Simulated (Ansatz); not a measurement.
CsPbCl3:

```xyz
5
Lattice="5.6050 0.0000 0.0000 0.0000 5.6050 0.0000 0.0000 0.0000 5.6050" Properties=species:S:1:pos:R:3 pbc="T T T"
Pb    2.8025    2.8025    2.8025
Cs    0.0000    0.0000    0.0000
Cl    2.8025    0.0000    2.8025
Cl    0.0000    2.8025    2.8025
Cl    2.8025    2.8025    0.0000
```

Base run:

| Quantity | Value |
| --- | --- |
| Program | Ansatz 0.2.0 |
| Functional | PBE |
| Potentials or basis | Ansatz PAW |
| Cutoff | 420 eV (not typed: the program's choice for these potentials) |
| k mesh | 5 × 5 × 5 |
| Occupations | fermi-dirac, width 0.05 eV |
| Spin | no spin polarisation |

Its results: pressure 1.7 GPa.

Problem. The run is repeated on the same cell with these changes: k mesh from 5 × 5 × 5 to 2 × 2 × 2. What comes out?

Solution. Pressure 3.1 GPa.

Caveats: some runs use coarse meshes.
